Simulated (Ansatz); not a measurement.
# Tl: the cost of one run

Computed with Ansatz 0.2.0 (DFT LDA, scalar-relativistic, unless a step's input says otherwise).

**1. The system as given**

It takes space group P6_3/mmc (No. 194, hexagonal). Conventional cell: a = 3.456 Å, b = 3.456 Å, c = 5.525 Å, α = 90.00°, β = 90.00°, γ = 120.00°. Around Tl (site symmetry -6m2) lie 12 Tl at 3.41 to 3.46 Å.

Structure file:

```xyz
2
Lattice="3.4560 0.0000 0.0000 -1.7280 2.9930 0.0000 0.0000 0.0000 5.5250" Properties=species:S:1:pos:R:3 pbc="T T T"
Tl    0.0000    1.9953    1.3812
Tl    1.7280    0.9977    4.1437
```

Atoms are numbered in the order of the input: Tl1, Tl2.

**2. After the deformation**

Space group P6_3/mmc before, P-1 after.

**3. All-electron LAPW**

File input.yaml:

```yaml
crystal:
  lattice:
    - [3.4559983565, 0.0345599836, 0.0345599836]
    - [-1.6980693546, 2.9757023804, 0.0126498319]
    - [0.05525, 0.05525, 5.525]
  atoms:
    - { symbol: Tl, position: [0.3333333333, 0.6666666667, 0.25] }
    - { symbol: Tl, position: [0.6666666667, 0.3333333333, 0.75] }
kpoints:
  mp_grid: { grid: [11, 11, 6] }
  band_path:
    path:
      - [0.0, 0.0, 0.0]
      - [0.0, -0.5, 0.0]
      - [0.0, 0.0, 0.5]
      - [0.0, 0.0, 0.0]
      - [-0.5, 0.0, 0.0]
      - [-0.5, 0.5, -0.5]
      - [0.0, 0.0, 0.0]
      - [-0.5, 0.0, -0.5]
      - [-0.5, 0.5, 0.0]
    npoints: 5
scf:
  occupations: { method: fermi_dirac, width: 0.05 }
hamiltonian:
  xc: lda
  pseudopotentials: { kind: all_electron, lapw: { basis_error: 0.0005 } }
output:
  forces: true
  stress: true
  eigenvalues: true
```

Launch:

```sh
ansatz run input.yaml --threads 1 --pin off --max-ram 3072MiB --backend cpu --events-out ev --progress --plain --runs-dir out
```

**Question.** How long does this run take on 1 thread of Intel Xeon 6975P-C (Granite Rapids), shared host, and how much memory does it need?

About 59 s, with a peak of 1.2 GiB.
